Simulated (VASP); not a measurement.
Crystal: Ir.

```
CELL_PARAMETERS angstrom
-1.52549 1.52549 1.52549
1.52549 -1.52549 1.52549
1.52549 1.52549 -1.52549
ATOMIC_POSITIONS crystal
Ir 0.00000 0.00000 0.00000
```

This isn't the form of Ir at room conditions, which is fcc.

```yaml
Program: VASP 6.6.1
Task: relaxation of cell and atoms
Functional: r2SCAN
Dispersion: rVV10
Potentials_or_basis: VASP PAW PBE potentials, release 64 (Ir)
Cutoff: 600 eV
k_mesh: 20 × 20 × 20
Occupations: gaussian, width 0.1 eV
Spin: no spin polarisation
```

At the start: pressure 13.9 GPa; volume 14.20 Å³/atom.

Problem. How do energy, volume and symmetry change on relaxing?

Solution. Over 4 steps the energy falls by 22.4 meV/atom and the volume is 14.74 Å³/atom (+3.8 %); space group Im-3m (No. 229, to 0.05 Å).

The path:
| step | energy change (eV) | largest force (eV/Å) | pressure (GPa) | volume (Å³) |
| --- | --- | --- | --- | --- |
| 1 | 0.0000 | 0.0000 | 13.95 | 14.20 |
| 2 | 0.2338 | 0.0000 | -32.98 | 16.89 |
| 3 | -0.0223 | 0.0000 | -0.78 | 14.77 |
| 4 | -0.0224 | 0.0000 | -0.04 | 14.74 |

Final structure:
```xyz
1
Lattice="-1.5445 1.5445 1.5445 1.5445 -1.5445 1.5445 1.5445 1.5445 -1.5445" Properties=species:S:1:pos:R:3 pbc="T T T"
Ir    0.0000    0.0000    0.0000
```

Caveat: the PAW data sets were made with another functional, which shifts forces and pressure a little.
